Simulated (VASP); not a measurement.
# InP (F-43m) in VASP: further runs, part 2 of 2

VASP 6.6.1.

**4. Single point, r2SCAN**

This run uses another cell than the first one, of 25.17 Å³/atom.

File POSCAR:

```
InP
1.0
    0.0000000000      2.9305000000      2.9305000000
    2.9305000000      0.0000000000      2.9305000000
    2.9305000000      2.9305000000      0.0000000000
In P
1 1
Direct
    0.0000000000      0.0000000000      0.0000000000
    0.2500000000      0.2500000000      0.2500000000
```

File INCAR.step1:

```
ALGO = Normal
EDIFF = 1E-4
ENCUT = 520
GGA = PE
ISMEAR = 0
LASPH = True
LCHARG = False
LREAL = False
LWAVE = True
NBANDS = 16
NELM = 100
PREC = Accurate
SIGMA = 0.02
```

File INCAR.step2:

```
ALGO = Normal
EDIFF = 1E-6
ENCUT = 520
ISIF = 2
ISMEAR = 0
ISTART = 1
LASPH = True
LCHARG = False
LMIXTAU = True
LREAL = False
LWAVE = False
METAGGA = R2SCAN
NBANDS = 16
NELM = 100
PREC = Accurate
SIGMA = 0.02
```

File KPOINTS:

```
k-points
0
Gamma
  8 8 8
```

Potentials or basis: VASP PAW PBE potentials, release 64 (In_d, P).

Launch:

```bash
$ cat potpaw_PBE.64/In_d/POTCAR potpaw_PBE.64/P/POTCAR > POTCAR
$ cp INCAR.step1 INCAR
$ mpirun -np 1 vasp_std > vasp.out
$ cp INCAR.step2 INCAR
$ mpirun -np 1 vasp_std > vasp.out
```

OUTCAR:

```text
EDIFF = 1E-6
   ENCUT = 520
   ISIF = 2
   ISMEAR = 0
   ISTART = 1
   LASPH = True
   LREAL = False
   METAGGA = R2SCAN
   NELM = 100
   PREC = Accurate

 ion  position               nearest neighbor table
   1  0.000  0.000  0.000-   2 2.54   2 2.54   2 2.54   2 2.54
   2  0.250  0.250  0.250-   1 2.54   1 2.54   1 2.54   1 2.54

  LATTYP: Found a face centered cubic cell.
 ALAT       =     5.8610000000

  Lattice vectors:

[... 642 lines left out ...]

------------------------ aborting loop because EDIFF is reached ----------------------------------------

  FORCE on cell =-STRESS in cart. coord.  units (eV):
  Direction    XX          YY          ZZ          XY          YZ          ZX
  --------------------------------------------------------------------------------------
  -------------------------------------------------------------------------------------
  Total        0.4956000      0.4956000      0.4956000     -0.0000000     -0.0000000      0.0000000
  in kB       15.7756302     15.7756302     15.7756302     -0.0000000     -0.0000000      0.0000000
  external PRESSURE =      15.7756302 kB  Pullay stress =       0.0000000 kB

 VOLUME and BASIS-vectors are now :
 -----------------------------------------------------------------------------
  energy-cutoff  :      520.00
  volume of cell :       50.33
      direct lattice vectors                 reciprocal lattice vectors
     0.000000000  2.930500000  2.930500000    -0.170619348  0.170619348  0.170619348
     2.930500000  0.000000000  2.930500000     0.170619348 -0.170619348  0.170619348
     2.930500000  2.930500000  0.000000000     0.170619348  0.170619348 -0.170619348

 POSITION                                       TOTAL-FORCE (eV/Angst)
 -----------------------------------------------------------------------------------
      0.00000      0.00000      0.00000        -0.000000     -0.000000     -0.000000
      1.46525      1.46525      1.46525         0.000000      0.000000      0.000000
 -----------------------------------------------------------------------------------
    total drift:                               -0.000002     -0.000002     -0.000002

  FREE ENERGIE OF THE ION-ELECTRON SYSTEM (eV)
  ---------------------------------------------------
  free  energy   TOTEN  =       -32.2916537435 eV

  energy  without entropy=      -32.2916537435  energy(sigma->0) =      -32.29165374
```

OSZICAR.step1:

```text
N       E                     dE             d eps       ncg     rms          rms(c)
DAV:   1     0.112798641719E+03    0.11280E+03   -0.85741E+03   944   0.127E+03
DAV:   2    -0.131382554940E+01   -0.11411E+03   -0.10916E+03  1032   0.303E+02
DAV:   3    -0.860203769002E+01   -0.72882E+01   -0.72612E+01  1248   0.743E+01
DAV:   4    -0.879496918565E+01   -0.19293E+00   -0.19287E+00  1240   0.131E+01
DAV:   5    -0.880315366751E+01   -0.81845E-02   -0.81843E-02  1352   0.227E+00    0.570E+00
DAV:   6    -0.840909702884E+01    0.39406E+00   -0.62086E-01  1496   0.129E+01    0.342E+00
DAV:   7    -0.837955184311E+01    0.29545E-01   -0.16150E-01  1320   0.321E+00    0.126E+00
DAV:   8    -0.837994215934E+01   -0.39032E-03   -0.15790E-02  1160   0.148E+00    0.333E-01
DAV:   9    -0.838055676514E+01   -0.61461E-03   -0.12885E-03  1160   0.375E-01    0.160E-01
DAV:  10    -0.838071090585E+01   -0.15414E-03   -0.24617E-04  1144   0.220E-01    0.947E-02
DAV:  11    -0.838078705665E+01   -0.76151E-04   -0.14557E-04  1048   0.114E-01
   1 F= -.83807871E+01 E0= -.83807871E+01  d E =-.720241E-13
```

Run time: 2.4 min. Hardware: 1 thread of AMD EPYC 7R13, shared host; peak memory 0.16 GiB.

What came out:

```yaml
Free_energy: -32.2917 eV
Pressure: 1.6 GPa
Band_gap_on_the_k_mesh: 1.17 eV
```

Caveat: the PAW data sets were made with another functional, which shifts forces and pressure a little; spin-orbit coupling is left out, which moves the levels of the heavy elements. r2SCAN opens gaps a little over a GGA but as a rule still falls short of measured ones.

**5. Single point, r2SCAN**

This run uses another cell than the first one, of 25.77 Å³/atom.

File POSCAR:

```
InP
1.0
    0.0000000000      2.9535689140      2.9535689140
    2.9535689140      0.0000000000      2.9535689140
    2.9535689140      2.9535689140      0.0000000000
In P
1 1
Direct
    0.0000000000      0.0000000000      0.0000000000
    0.2500000000      0.2500000000      0.2500000000
```

File INCAR.step1:

```
SYSTEM = InP
ALGO = Normal ; EDIFF = 1E-4
ENCUT = 520 ; GGA = PE
ISMEAR = 0 ; LASPH = .TRUE.
LCHARG = .FALSE. ; LREAL = .FALSE.
LWAVE = .TRUE. ; NBANDS = 16
NELM = 80 ; PREC = Accurate
SIGMA = 0.02
```

File INCAR.step2:

```
SYSTEM = InP
ALGO = Normal ; EDIFF = 1E-6
ENCUT = 520 ; ISIF = 2
ISMEAR = 0 ; ISTART = 1
LASPH = .TRUE. ; LCHARG = .FALSE.
LMIXTAU = .TRUE. ; LREAL = .FALSE.
LWAVE = .FALSE. ; METAGGA = R2SCAN
NBANDS = 16 ; NELM = 80
PREC = Accurate ; SIGMA = 0.02
```

File KPOINTS:

```
k-points
0
G
  8 8 8
  0 0 0
```

Potentials or basis: VASP PAW PBE potentials, release 64 (In_d, P).

Launch:

```bash
$ cat potpaw_PBE.64/In_d/POTCAR potpaw_PBE.64/P/POTCAR > POTCAR
$ cp INCAR.step1 INCAR
$ mpirun -np 1 vasp_std > vasp.out
$ cp INCAR.step2 INCAR
$ mpirun -np 1 vasp_std > vasp.out
```

OUTCAR:

```text
SYSTEM = InP
   EDIFF = 1E-6
   ENCUT = 520
   ISIF = 2
   ISMEAR = 0
   ISTART = 1
   LASPH = .TRUE.
   LREAL = .FALSE.
   METAGGA = R2SCAN
   NELM = 80
   PREC = Accurate

 ion  position               nearest neighbor table
   1  0.000  0.000  0.000-   2 2.56   2 2.56   2 2.56   2 2.56
   2  0.250  0.250  0.250-   1 2.56   1 2.56   1 2.56   1 2.56

  LATTYP: Found a face centered cubic cell.
 ALAT       =     5.9071378280

  Lattice vectors:

 A1 = (   0.0000000000,   2.9535689140,   2.9535689140)
 A2 = (   2.9535689140,   0.0000000000,   2.9535689140)
 A3 = (   2.9535689140,   2.9535689140,   0.0000000000)

Analysis of symmetry for initial positions (statically):
=====================================================================
 Subroutine PRICEL returns:
 Original cell was already a primitive cell.

 Routine SETGRP: Setting up the symmetry group for a
 face centered cubic supercell.

 Subroutine GETGRP returns: Found 24 space group operations
 (whereof 24 operations were pure point group operations)
 out of a pool of 48 trial point group operations.

The static configuration has the point symmetry T_d .

Analysis of symmetry for dynamics (positions and initial velocities):
=====================================================================
 Subroutine PRICEL returns:
 Original cell was already a primitive cell.

 Routine SETGRP: Setting up the symmetry group for a
 face centered cubic supercell.

 Subroutine GETGRP returns: Found 24 space group operations
 (whereof 24 operations were pure point group operations)
 out of a pool of 48 trial point group operations.

The dynamic configuration has the point symmetry T_d .

 Subroutine INISYM returns: Found 24 space group operations
 (whereof 24 operations are pure point group operations),
 and found     1 'primitive' translations

----------------------------------------------------------------------------------------

                                     Primitive cell

  volume of cell :      51.5313

  direct lattice vectors                    reciprocal lattice vectors
     0.000000000  2.953568914  2.953568914    -0.169286722  0.169286722  0.169286722
     2.953568914  0.000000000  2.953568914     0.169286722 -0.169286722  0.169286722
     2.953568914  2.953568914  0.000000000     0.169286722  0.169286722 -0.169286722

  length of vectors
     4.176977216  4.176977216  4.176977216     0.293213204  0.293213204  0.293213204

  position of ions in fractional coordinates (direct lattice)
     0.000000000  0.000000000  0.000000000
     0.250000000  0.250000000  0.250000000

  ion indices of the primitive-cell ions
   primitive index   ion index
                 1           1
                 2           2

----------------------------------------------------------------------------------------

 KPOINTS: k-points

Automatic generation of k-mesh.
 Grid dimensions read from file:
 generate k-points for:    8    8    8

 Generating k-lattice:

  Cartesian coordinates                     Fractional coordinates (reciprocal lattice)
    -0.021160840  0.021160840  0.021160840     0.125000000  0.000000000  0.000000000
     0.021160840 -0.021160840  0.021160840     0.000000000  0.125000000  0.000000000
     0.021160840  0.021160840 -0.021160840     0.000000000  0.000000000  0.125000000

  Length of vectors
     0.036651650  0.036651650  0.036651650

  Shift w.r.t. Gamma in fractional coordinates (k-lattice)
     0.000000000  0.000000000  0.000000000

 Subroutine IBZKPT returns following result:
 ===========================================

 Found     29 irreducible k-points:

 Following reciprocal coordinates:
            Coordinates               Weight
  0.000000  0.000000  0.000000      1.000000
  0.125000  0.000000  0.000000      8.000000
  0.250000  0.000000  0.000000      8.000000
  0.375000  0.000000  0.000000      8.000000
  0.500000  0.000000  0.000000      4.000000
  0.125000  0.125000  0.000000      6.000000
[... 16 lines left out ...]
  0.500000  0.250000  0.125000     48.000000
 -0.375000  0.250000  0.125000     24.000000
 [... further k-points ...]
   k-points           NKPTS =     29   k-points in BZ     NKDIM =     29   number of bands    NBANDS=     16
   number of dos      NEDOS =    301   number of ions     NIONS =      2
   total plane-waves  NPLWV =  32768
   dimension x,y,z NGX =    32 NGY =   32 NGZ =   32
   dimension x,y,z NGXF=    64 NGYF=   64 NGZF=   64
   ions per type =               1   1
   NGX,Y,Z   is equivalent  to a cutoff of  12.74, 12.74, 12.74 a.u.
   NGXF,Y,Z  is equivalent  to a cutoff of  25.47, 25.47, 25.47 a.u.
 SYSTEM =  InP
   PREC   = accura    normal or accurate (medium, high low for compatibility)
   ISTART =      1    job   : 0-new  1-cont  2-samecut
   ICHARG =      0    charge: 1-file 2-atom 10-const
   ISPIN  =      1    spin polarized calculation?
   LNONCOLLINEAR =      F non collinear calculations
   LSORBIT =      F    spin-orbit coupling
   LASPH  =      T    aspherical Exc in radial PAW
   ENCUT  =  520.0 eV  38.22 Ry    6.18 a.u.   7.77  7.77  7.77*2*pi/ulx,y,z
   NELM   =     80;   NELMIN=  2; NELMDL=  0     # of ELM steps
   EDIFF  = 0.1E-05   stopping-criterion for ELM
   LREAL  =      F    real-space projection
   EDIFFG = 0.1E-04   stopping-criterion for IOM
   NSW    =      0    number of steps for IOM
   IBRION =     -1    ionic relax: 0-MD 1-quasi-New 2-CG
   NFREE  =      0    steps in history (QN), initial steepest desc. (CG)
   ISIF   =      2    stress and relaxation
   ISYM   =      2    0-nonsym 1-usesym 2-fastsym
   POTIM  = 0.5000    time-step for ionic-motion
   TEBEG  =    0.0;   TEEND  =   0.0 temperature during run
   PSTRESS=    0.0 pullay stress
   NELECT =      18.0000    total number of electrons
   NUPDOWN=      -1.0000    fix difference up-down
   EMIN   =  10.00;   EMAX   =-10.00  energy-range for DOS
   EFERMI =   0.00;   METHOD = LEGACY
   ISMEAR =     0;   SIGMA  =   0.02  broadening in eV -4-tet -1-fermi 0-gaus
   EFERMI_NEDOS =   21; number of points for ismear=-14 and -15
   IALGO  =     38    algorithm
   IMIX   =      4    mixing-type and parameters
     AMIX     =   0.40;   BMIX     =  1.00
     AMIX_MAG =   1.60;   BMIX_MAG =  1.00
  volume/ion in A,a.u.               =      25.77       173.88
  Fermi-wavevector in a.u.,A,eV,Ry     =   1.152945  2.178750 18.085979  1.329282
  Thomas-Fermi vector in A             =   2.289592
   LORBIT       =      0    0 simple, 1 ext, 2 COOP (PROOUT), +10 PAW based schemes
   METAGGA = R2SCAN    functional components
   LHFCALC =     F    Hartree Fock is set to
   AEXX    =    0.0000 exact exchange contribution
   IVDW    =     0    specifies the selected vdW correction
   LEPSILON=     F    determine dielectric tensor
   LRPA    =     F    only Hartree local field effects (RPA)
 non-spin polarized calculation
 Gauss-broadening in eV      SIGMA  =   0.02
  energy-cutoff  :      520.00
  volume of cell :       51.53
 maximum number of plane-waves:      1411
   NGX = 15   NGY = 15   NGZ = 15

 number of electron      18.0000009 magnetization

 Free energy of the ion-electron system (eV)
  ---------------------------------------------------
  ext. energy  EPLUGINS =         0.00000000
  ---------------------------------------------------
  free energy    TOTEN  =       -32.29735241 eV

  energy without entropy =      -32.29735241  energy(sigma->0) =      -32.29735241

 E-fermi :   4.8514     XC(G=0):  -9.7716

 val. band max:        4.7562726726   @ k =   0.0000   0.0000   0.0000
 cond. band min:       5.7876254477   @ k =   0.0000   0.0000   0.0000
 fundamental gap:      1.0313527752
 Fermi energy:         4.8513970421

 k-point     1 :       0.0000    0.0000    0.0000
  band No.  band energies     occupation
      1      -9.8558      2.00000
      2      -9.8558      2.00000
      3      -9.8558      2.00000
      4      -9.6891      2.00000
      5      -9.6891      2.00000
      6      -7.0804      2.00000
[... 8 lines left out ...]
     15      14.6410      0.00000
     16      14.6410      0.00000
[... 419 lines left out ...]
 k-point    24 :      -0.3750    0.2500    0.1250
  band No.  band energies     occupation
      1      -9.9944      2.00000
      2      -9.8045      2.00000
      3      -9.7861      2.00000
      4      -9.6946      2.00000
      5      -9.6765      2.00000
      6      -5.0368      2.00000
[... 8 lines left out ...]
     15      15.9811      0.00000
     16      16.6369      0.00000

 [... further k-points ...]

------------------------ aborting loop because EDIFF is reached ----------------------------------------

  FORCE on cell =-STRESS in cart. coord.  units (eV):
  Direction    XX          YY          ZZ          XY          YZ          ZX
  --------------------------------------------------------------------------------------
  -------------------------------------------------------------------------------------
  Total       -0.0356026     -0.0356026     -0.0356026      0.0000000      0.0000000     -0.0000000
  in kB       -1.1069329     -1.1069329     -1.1069329      0.0000000      0.0000000     -0.0000000
  external PRESSURE =      -1.1069329 kB  Pullay stress =       0.0000000 kB

 VOLUME and BASIS-vectors are now :
 -----------------------------------------------------------------------------
  energy-cutoff  :      520.00
  volume of cell :       51.53
      direct lattice vectors                 reciprocal lattice vectors
     0.000000000  2.953568914  2.953568914    -0.169286722  0.169286722  0.169286722
     2.953568914  0.000000000  2.953568914     0.169286722 -0.169286722  0.169286722
     2.953568914  2.953568914  0.000000000     0.169286722  0.169286722 -0.169286722

 POSITION                                       TOTAL-FORCE (eV/Angst)
 -----------------------------------------------------------------------------------
      0.00000      0.00000      0.00000        -0.000000     -0.000000     -0.000000
      1.47678      1.47678      1.47678         0.000000      0.000000      0.000000
 -----------------------------------------------------------------------------------
    total drift:                               -0.000002     -0.000002     -0.000002

  FREE ENERGIE OF THE ION-ELECTRON SYSTEM (eV)
  ---------------------------------------------------
  free  energy   TOTEN  =       -32.2973524096 eV

  energy  without entropy=      -32.2973524096  energy(sigma->0) =      -32.29735241
```

Run time: 2.1 min. Hardware: 1 thread of AMD EPYC 7R13, shared host; peak memory 0.16 GiB.

Results:

```
Free energy            : -32.2974 eV
Pressure               : -0.1 GPa
Band gap on the k mesh : 1.03 eV
```

Caveat: the PAW data sets were made with another functional, which shifts forces and pressure a little; spin-orbit coupling is left out, which moves the levels of the heavy elements.

**6. Summary**

```tsv
cell	gap on the mesh (eV)	pressure (GPa)
a = 4.092 Å, angles 60.0°, 2 atoms	1.39	4.7
a = 4.135 Å, angles 60.0°, 2 atoms	1.21	2.1
a = 4.144 Å, angles 60.0°, 2 atoms	1.17	1.6
a = 4.177 Å, angles 60.0°, 2 atoms	1.03	-0.1
```

Alike in all rows: task single point; level r2SCAN; potentials or basis VASP PAW PBE potentials, release 64 (In_d, P); no spin polarisation; k mesh 8 × 8 × 8; cutoff (eV) 520; smearing gaussian 0.02 eV.

Caveats: the PAW data sets were made with another functional, which shifts forces and pressure a little; spin-orbit coupling is left out, which moves the levels of the heavy elements; the cell stands under pressure (at least some runs).

Absolute energies hang on the potentials; compare differences alone.

**7. Against experiment**

Step 5. Against the measured gap of InP, 1.4236 eV (direct; 1.6 K; a printed reference work, data compilation), the calculated 1.03 eV is off by -0.39 eV. Spin-orbit coupling on In is left out. The value is that of r2SCAN, without temperature or zero-point motion.
